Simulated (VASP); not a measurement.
A run of VASP 6.6.1 is set up as follows.

File INCAR:

```
ALGO = Fast ; EDIFF = 1E-6
ENCUT = 520 ; GGA = PS
ISIF = 2 ; ISMEAR = 0
LASPH = True ; LCHARG = False
LREAL = False ; LWAVE = False
NBANDS = 26 ; NELM = 100
PREC = Accurate ; SIGMA = 0.1
```

KPOINTS

```
k-points
0
Gamma
  9 9 2
```

Contents of POSCAR:

```
Ir
1.0
    2.7172685722      0.0000000000      0.0000000000
   -1.3586342861      2.3532236125      0.0000000000
    0.0000000000      0.0000000000      8.8062083452
Ir
4
Direct
    0.0000000000      0.0000000000      0.0000000000
    0.0000000000      0.0000000000      0.5000000000
    0.3333333333      0.6666666667      0.7500000000
    0.6666666667      0.3333333333      0.2500000000
```

Potentials or basis: VASP PAW PBE potentials, release 64 (Ir).

Command:

```console
$ cat potpaw_PBE.64/Ir/POTCAR > POTCAR
$ mpirun -np 1 vasp_std > vasp.out
```

(1) Predict the band gap on the k mesh.

(2) Estimate the pressure.

## Answers

(1) none (metal or under the smearing width).

(2) 1.0 GPa.

Caveat: the PAW data sets were made with another functional, which shifts forces and pressure a little.
